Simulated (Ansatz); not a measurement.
**SiC (F-43m), random displacements**

Method: Ansatz, DFT r2SCAN, scalar-relativistic, plane waves, PAW. Cutoff 500 eV, Γ-centred 6×6×6 k-points, Gaussian smearing of 0.05 eV. No spin polarisation. Energies are free energies at this smearing, counted from the undisturbed cell; pressure is positive in compression.

The undisturbed cell (as given, not relaxed at this level):

```
Si C
1.0
     4.34800    0.00000    0.00000
     0.00000   -4.34800    0.00000
     0.00000    0.00000   -4.34800
Si C
4 4
Direct
  0.00000 0.50000 0.50000
  0.50000 0.00000 0.50000
  0.50000 0.50000 0.00000
  0.00000 0.00000 0.00000
  0.75000 0.75000 0.75000
  0.25000 0.25000 0.75000
  0.25000 0.75000 0.25000
  0.75000 0.25000 0.25000
```

The atoms are displaced (Å, in the unstrained cell):

```
atom ux uy uz
 Si1   0.001  -0.065  -0.220
 Si2   0.100  -0.031  -0.141
 Si3   0.087   0.053  -0.057
 Si4   0.087   0.099   0.132
  C5  -0.142  -0.209   0.065
  C6  -0.130   0.057   0.001
  C7   0.158   0.102   0.079
  C8  -0.162  -0.005   0.142
```

Strain (Voigt, engineering shear): (0.0210, -0.0012, -0.0241, -0.0511, 0.0604, 0.0730).

**Question.** What are the energy change, the stress and the forces?

**Answer.** ΔE = 728.1 meV/atom; stress (xx, yy, zz, yz, xz, xy; compression positive) (10.35, 23.56, 17.52, -2.83, -21.81, -1.50) GPa.
| atom | Fx (eV/Å) | Fy | Fz |
| --- | --- | --- | --- |
| Si1 | -0.75 | 0.41 | 5.56 |
| Si2 | -7.37 | -5.75 | 9.02 |
| Si3 | -3.86 | -3.06 | 3.17 |
| Si4 | -0.43 | -1.11 | -5.30 |
| C5 | 6.20 | 9.88 | -5.42 |
| C6 | 3.45 | -1.44 | 0.82 |
| C7 | -3.39 | -2.11 | -2.31 |
| C8 | 6.15 | 3.17 | -5.55 |

Cost: 1 run of about 0.48 core-minutes, on Intel Xeon 6975P-C (Granite Rapids) (shared hosts).